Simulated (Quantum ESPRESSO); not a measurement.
BaZrO3:

```xyz
5
Lattice="4.1913 0.0000 0.0000 0.0000 4.1913 0.0000 0.0000 0.0000 4.1913" Properties=species:S:1:pos:R:3 pbc="T T T"
Ba    0.0000    0.0000    0.0000
Zr    2.0957    2.0957    2.0957
O     2.0957    2.0957    0.0000
O     2.0957    0.0000    2.0957
O     0.0000    2.0957    2.0957
```

| Quantity | Value |
| --- | --- |
| Program | Quantum ESPRESSO 7.5 |
| Task | phonons |
| Functional | PBE |
| Potentials or basis | PseudoDojo 0.4.1 SR PBE standard |
| Cutoff | 1143 eV |
| Density cutoff | 4572 eV |
| k mesh | 4 × 4 × 4, shifted |
| Occupations | fermi-dirac, width 0.05 eV |
| Spin | no spin polarisation |
| Mixing beta | 0.5 |
| Most SCF iterations | 120 |
| SCF threshold | 1e-09 Ry |

The cell and the atoms were relaxed first, to 15.12 Å³/atom (a = 4.228 Å, b = 4.228 Å, c = 4.228 Å, α = 90.00°, β = 90.00°, γ = 90.00°), and the response was taken there.

The first run showed a gap, so the response started from a second, tighter run with fixed occupations.

Task: Where do the zone-centre optical modes lie?

Result: T1u at 96 cm⁻¹ (IR); T1u at 193 cm⁻¹ (IR); T2u at 204 cm⁻¹ (silent); T1u at 473 cm⁻¹ (IR). Polar modes are given without the macroscopic field (transverse values).

Optical modes at Γ, degenerate ones joined, polar ones without the macroscopic field:
```csv
cm⁻¹,components,symmetry,active in,"IR intensity, summed ((D/Å)²/amu)"
96,3,T1u,IR,31.76
193,3,T1u,IR,86.97
204,3,T2u,silent,0.00
473,3,T1u,IR,45.59
```

Caveat: this release of the barium file is off.
